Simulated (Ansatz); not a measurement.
# Si: a line through an energy map

One line of a two-coordinate grid on Si (P6_3/mmc, No. 194; 4 atoms in the cell): strain +e along x and -e along y is varied, at engineering shear strain xy = −8.0 %.

Computed with Ansatz 0.2.0 (DFT LDA, scalar-relativistic, plane waves, PAW, unless a step's input says otherwise).

### 1 The starting structure

It takes space group P6_3/mmc (No. 194, hexagonal). The conventional cell has a = 3.802 Å, b = 3.802 Å, c = 6.289 Å, α = 90.00°, β = 90.00°, γ = 120.00°. Around Si (site symmetry 3m) lie 4 Si at 2.33 to 2.35 Å.

Coordinates:

```
Si
1.0
     3.80169    0.00000    0.00000
    -1.90084    3.29236    0.00000
     0.00000    0.00000    6.28869
Si
4
Direct
  0.33333 0.66667 0.06304
  0.66667 0.33333 0.56304
  0.33333 0.66667 0.43696
  0.66667 0.33333 0.93696
```

It goes back to an entry of the Materials Project, which need not be the stable form.

This cell was relaxed beforehand with the same method: volume 19.68 Å³/atom, gap on the mesh 0.27 eV.

### 2 What is varied

The energy is mapped over two homogeneous strains (x along [1 0 0], y along [1 2 0], z along [0 0 1] of the conventional cell).

First coordinate, engineering shear strain xy: 7 values from −8.0 %. Second coordinate, strain +e along x and -e along y: 7 values from −7.00 %.

Nothing else is relaxed (fractional coordinates fixed). Energies count from the relaxed crystal. Points are written as (first, second).

### 3 The run at (−8.0 %, −7.00 %)

File input.yaml:

```yaml
crystal:
  lattice:
    - [3.5355671602, -0.1520674047, 0.0]
    - [-1.8994778157, 3.5988545044, 0.0]
    - [0.0, 0.0, 6.2886938331]
  atoms:
    - { symbol: Si, position: [0.3333333333, 0.6666666667, 0.063036046] }
    - { symbol: Si, position: [0.6666666667, 0.3333333333, 0.563036046] }
    - { symbol: Si, position: [0.3333333333, 0.6666666667, 0.436963954] }
    - { symbol: Si, position: [0.6666666667, 0.3333333333, 0.936963954] }
basis:
  ecutwfc: 420
kpoints:
  mp_grid: { grid: [12, 12, 6] }
hamiltonian:
  xc: lda
  pseudopotentials: { kind: paw, azcp: { folder: soft_1 } }
scf:
  occupations: { method: gaussian, width: 0.03 }
output:
  forces: true
  stress: true
  eigenvalues: true
```

On the command line:

```bash
$ ansatz run input.yaml --threads 2 --pin off --max-ram 4096MiB --backend cpu --events-out ev --progress --plain --runs-dir out
```

The session goes on with these runs: the other points of the line.

**Question.** What will these runs give? Wanted: for each run, strain +e along x and -e along y; energy; slope; pressure; largest force on an atom.

As calculated:

```
strain +e along x and -e along y (%)  step  energy (meV/atom)  slope (meV/atom per %)  pressure (GPa)  largest force on an atom (eV/Å)
                               −7.00     3                141                     −29            2.02                             1.56
                               −4.67     4                 83                     −20            1.21                             1.25
                               −2.33     5                 48                     −10            0.68                             0.95
                                0.00     6                 35                       0            0.50                             0.71
                                2.33     7                 46                      10            0.66                             0.68
                                4.67     8                 81                      20            1.14                             1.02
                                7.00     9                141                      31            2.02                             1.57
```

Energies count from the relaxed crystal. Slopes come from the forces (and the stress, where the cell changes), not from differences of energies.

**Reading.** The lowest point computed on the line is at 0.00 %, 35 meV/atom from the zero. A fit to energies and slopes at the lowest point and its two neighbours puts the minimum at 0.070 %, with a curvature of about 4.5 meV/atom per %². Divided by the reference volume, that is a stiffness of about 360 GPa for this pattern of strain, with the ions clamped. The highest point computed, at 7.00 %, lies 106 meV/atom above the lowest. This is one cut through a surface in two coordinates; the map's lowest point lies off it. A rigid map gives upper bounds: relaxing the other coordinates can only lower a point. The gap on the mesh closes on part of the grid.
